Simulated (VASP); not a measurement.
# BN: single point with PBE

BN:

```
B N
1.0
     2.50223    0.00000    0.00000
    -1.25111    2.16699    0.00000
     0.00000    0.00000    6.76565
B N
2 2
Direct
  0.00000 0.00000 0.00000
  0.33333 0.66667 0.50000
  0.33333 0.66667 0.00000
  0.66667 0.33333 0.50000
```

Measurements of this composition are mostly on another form, of space group No. 194.

```json
{"Program": "VASP 6.6.1", "Task": "single point", "Functional": "PBE", "Potentials or basis": "VASP PAW PBE potentials, release 64 (B, N)", "Cutoff": "520 eV", "k mesh": "9 × 9 × 4", "Occupations": "gaussian, width 0.1 eV", "Spin": "no spin polarisation"}
```

The pressure is 3.6 GPa and the band gap on the k mesh is 4.45 eV, indirect (least direct gap 4.52 eV).

Stress tensor (GPa, compression positive):
```
4.32 0.00 0.00
0.00 4.32 0.00
0.00 0.00 2.16
```

Levels at points of the mesh, in eV from the valence-band top:
| k point | band 6 | band 7 | band 8 | band 9 | band 10 | band 11 |
| --- | --- | --- | --- | --- | --- | --- |
| (0.00, 0.00, 0.00) | -1.41 | -1.32 | -1.32 | 5.09 | 10.01 | 11.53 |
| (0.00, 0.00, 0.50) | -1.41 | -1.32 | -1.32 | 7.33 | 7.36 | 11.54 |

It took 16 s on 1 thread of Intel(R) Xeon(R) Platinum 8488C (Sapphire Rapids), with other jobs on the host, peak memory 0.15 GiB.

Caveat: an odd mesh through Γ misses points on the zone boundary, where band edges often lie; this functional lacks dispersion, which binds the layers, so the pressure and a relaxed spacing across them are unreliable. As with any semilocal functional, this PBE gap is likely too small.
